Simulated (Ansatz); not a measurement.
Take a crystal in which Li has been replaced by Na on all its sites, with the cell rescaled by a rough guess (in some cases also distorted within its space group) and nothing relaxed:

```xyz
2
Lattice="0.0000 2.2652 2.2652 2.2652 0.0000 2.2652 2.2652 2.2652 0.0000" Properties=species:S:1:pos:R:3 pbc="T T T"
Na    0.0000    0.0000    0.0000
H     2.2652    2.2652    2.2652
```

Theory: DFT PBE, scalar-relativistic, plane waves, PAW in Ansatz 0.2.0.

Settings: cutoff 420 eV, Γ-centred mesh 10×10×10 on the computed 2-atom cell, Gaussian smearing of 0.02 eV; no spin polarisation.

(1) What pressure does the cell carry?

(2) Is it a metal on this mesh?

(3) What is its energy against the elements in their standard states?

Answers

(1) The pressure is 6.4 GPa (positive in compression), so the cell would expand.

(2) No: the gap is 4.12 eV, the least direct gap 5.05 eV.

(3) -0.154 eV/atom at this unrelaxed geometry, with the elements in the same functional.